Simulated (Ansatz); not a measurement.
**Random displacements in Si**

The calculation used DFT r2SCAN, scalar-relativistic, plane waves, PAW in Ansatz. Cutoff 500 eV, Γ-centred 6×6×6 k-points, Gaussian smearing of 0.05 eV. No spin polarisation. Energies are free energies at this smearing, counted from the undisturbed cell; pressure is positive in compression.

The undisturbed cell (as given, not relaxed at this level):

```
CELL_PARAMETERS angstrom
5.43094 0.00000 0.00000
0.00000 -5.43094 0.00000
0.00000 0.00000 -5.43094
ATOMIC_POSITIONS crystal
Si 0.50000 0.00000 0.00000
Si 0.00000 0.50000 0.00000
Si 0.00000 0.00000 0.50000
Si 0.50000 0.50000 0.50000
Si 0.75000 0.75000 0.75000
Si 0.25000 0.25000 0.75000
Si 0.25000 0.75000 0.25000
Si 0.75000 0.25000 0.25000
```

The atoms are displaced (Å, in the unstrained cell):

```
atom ux uy uz
 Si1   0.056  -0.042   0.023
 Si2  -0.047  -0.018   0.023
 Si3   0.032   0.017  -0.129
 Si4  -0.006   0.037  -0.008
 Si5  -0.007   0.054   0.080
 Si6  -0.037   0.041   0.019
 Si7  -0.017  -0.078   0.033
 Si8   0.026  -0.010  -0.040
```

Strain (Voigt, engineering shear): (0.0008, 0.0280, -0.0024, -0.0818, -0.0256, -0.0709).

(1) What are the energy change, the stress and the forces?

Results:

(1) ΔE = 114.7 meV/atom; stress (xx, yy, zz, yz, xz, xy; compression positive) (0.61, -2.12, 0.62, 9.06, 3.09, 5.77) GPa; gap on the mesh 0.08 eV.
```
atom Fx (eV/Å) Fy Fz
 Si1      -0.84   0.01  -0.61
 Si2      -0.15  -0.38  -0.94
 Si3      -1.45  -0.01   1.02
 Si4      -1.68  -0.87  -0.03
 Si5       0.44  -0.03  -0.37
 Si6       1.56  -0.61  -0.45
 Si7       1.00   1.07   0.55
 Si8       1.11   0.83   0.84
```

Cost: 1 run of about 2.1 core-minutes, on Intel Xeon Processor @ 2.50GHz (Skylake/Cascade Lake) (shared hosts).